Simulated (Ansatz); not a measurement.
# MnF2: the cost of one run

Computed with Ansatz 0.2.0 (DFT r²SCAN+U (U_eff = 3 eV on Mn d), plane waves, PAW, unless a step's input says otherwise).

### 1 The system as given

It takes space group Fm-3m (No. 225, cubic). Conventional cell: a = 5.177 Å, b = 5.177 Å, c = 5.177 Å, α = 90.00°, β = 90.00°, γ = 90.00°. Mn (site symmetry m-3m) is surrounded by 8 F at 2.24 Å. F (site symmetry -43m) has 4 Mn at 2.24 Å as nearest neighbours.

Coordinates:

```
Mn F
1.0
     0.00000    2.58850    2.58850
     2.58850    0.00000    2.58850
     2.58850    2.58850    0.00000
Mn F
1 2
Direct
  0.00000 0.00000 0.00000
  0.25000 0.25000 0.25000
  0.75000 0.75000 0.75000
```

Magnetic order typed: ferromagnetic.

An earlier series on this cell reached its lowest free state from «random orbitals: fully mixed, first filling», perhaps among other starts.

### 2 Random orbitals: drawn by pairs, first filling

input.yaml reads:

```yaml
crystal:
  lattice:
    - [0.0, 2.58850202, 2.58850202]
    - [2.58850202, 0.0, 2.58850202]
    - [2.58850202, 2.58850202, 0.0]
  atoms:
    - { symbol: Mn, position: [0.0, 0.0, 0.0], spin: 5.0 }
    - { symbol: F, position: [0.25, 0.25, 0.25] }
    - { symbol: F, position: [0.75, 0.75, 0.75] }
basis:
  ecutwfc: 500
  ecutrho_ratio: 4
kpoints:
  mp_grid: { grid: [6, 6, 6] }
hamiltonian:
  xc: r2scan
  hubbard:
    sites:
      - { site: 0, l: d, u_eff: 3.0, starting_ns: [{ spin: up, occupation_matrix: s0up }, { spin: down, occupation_matrix: s0down }] }
    occupation_matrices:
      s0up:
        matrix:
          - [0.97, 0.0, 0.0, 0.0, 0.0]
          - [0.0, 0.97, 0.0, 0.0, 0.0]
          - [0.0, 0.0, 0.97, 0.0, 0.0]
          - [0.0, 0.0, 0.0, 0.97, 0.0]
          - [0.0, 0.0, 0.0, 0.0, 0.97]
      s0down:
        matrix:
          - [0.02, 0.0, 0.0, 0.0, 0.0]
          - [0.0, 0.02, 0.0, 0.0, 0.0]
          - [0.0, 0.0, 0.02, 0.0, 0.0]
          - [0.0, 0.0, 0.0, 0.02, 0.0]
          - [0.0, 0.0, 0.0, 0.0, 0.02]
    ns_hold: { iters: 12 }
scf:
  occupations: { method: gaussian, width: 0.05 }
  lower_state_search: "off"
  max_iter: 150
output:
  forces: true
  stress: true
  eigenvalues: true
  populations: true
  hubbard: { sites: [{ site: 0, l: d }] }
magnetization:
  spin_polarized: true
```

At this filling each channel is wholly full or empty, so no choice of orbitals remains. The typed matrices put 0.97 on the chosen orbitals and 0.02 on the others, and are held for 12 cycles.

Launch:

```sh
$ ansatz run input.yaml --threads 4 --pin off --max-ram 6144MiB --backend cpu --events-out ev --progress --plain --runs-dir out
```

What time and memory should one allow on 4 threads of Arm Neoverse N1, shared host?

About 5.2 s, with a peak of 0.4 GiB.
